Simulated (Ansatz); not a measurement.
# Si (P6_3/mmc): an equation of state far from equilibrium

Aim: energy and pressure of Si (P6_3/mmc) over a wide range of volumes, and a fit. The run doesn't test whether this is the element's stable form.

This is Si in the hcp structure; at room conditions it is diamond.

Program: Ansatz 0.2.0. Level of theory: DFT PBE, scalar-relativistic, plane waves, PAW. These are calculated values, not measurements.

## Step 1: The structure to begin with

It takes space group P6_3/mmc (No. 194, hexagonal). Conventional cell: a = 2.687 Å, b = 2.687 Å, c = 4.589 Å, α = 90.00°, β = 90.00°, γ = 120.00°. Around Si (site symmetry -6m2) lie 12 Si at 2.69 to 2.77 Å.

Coordinates:

```cif
data_structure
_symmetry_space_group_name_H-M 'P 1'
_symmetry_Int_Tables_number 1
_cell_length_a 2.6875
_cell_length_b 2.6875
_cell_length_c 4.5886
_cell_angle_alpha 90.000
_cell_angle_beta 90.000
_cell_angle_gamma 120.000
_cell_volume 28.70
loop_
_atom_site_label
_atom_site_type_symbol
_atom_site_fract_x
_atom_site_fract_y
_atom_site_fract_z
_atom_site_occupancy
Si1 Si 0.33333 0.66667 0.25000 1
Si2 Si 0.66667 0.33333 0.75000 1
```

An earlier run at PBE left this cell at 14.351 Å³/atom and 0.02 GPa (20×20×10 mesh).

## Step 2: Volume × 0.96

Contents of input.yaml:

```yaml
crystal:
  lattice:
    - [2.6511653267, 0.0, 0.0]
    - [-1.3255826634, 2.2959765226, 0.0]
    - [0.0, 0.0, 4.526551323]
  atoms:
    - { symbol: Si, position: [0.3333333333, 0.6666666667, 0.25] }
    - { symbol: Si, position: [0.6666666667, 0.3333333333, 0.75] }
basis:
  ecutwfc: 420
  ecutrho_ratio: 4
kpoints:
  mp_grid: { grid: [20, 20, 10] }
hamiltonian:
  xc: pbe
scf:
  occupations: { method: gaussian, width: 0.05 }
output:
  forces: true
  stress: true
  eigenvalues: true
relax:
  f_tol: 0.01
  max_steps: 40
  cell: { stress_tol: 0.1, fix: [volume] }
```

Started as:

```console
$ ansatz run input.yaml --threads 1 --pin off --max-ram 2560MiB --backend cpu --events-out ev --progress --plain --runs-dir out
```

Further steps of the session: Volume × 1.04; Volume × 0.92; Volume × 0.88; Volume × 0.84; Volume × 0.8; Volume × 0.76; Volume × 0.72; Volume × 0.68; Volume × 0.64.

Q: Predict the outcome of this session. Wanted: range of pressure; V0; B0; B0′.

The runs gave:

| quantity | value |
| --- | --- |
| range of pressure | -2.9 to 109.0 GPa |
| V0 (fit) | 14.33 Å³/atom |
| B0 (fit) | 87 GPa |
| B0′ (fit) | 4.62 |

A third-order Birch-Murnaghan fit follows the points with an rms miss of 0.59 meV/atom. The k mesh is not the same at all volumes. Shape and atoms relax at each volume. Other structures may be lower in enthalpy at these pressures.
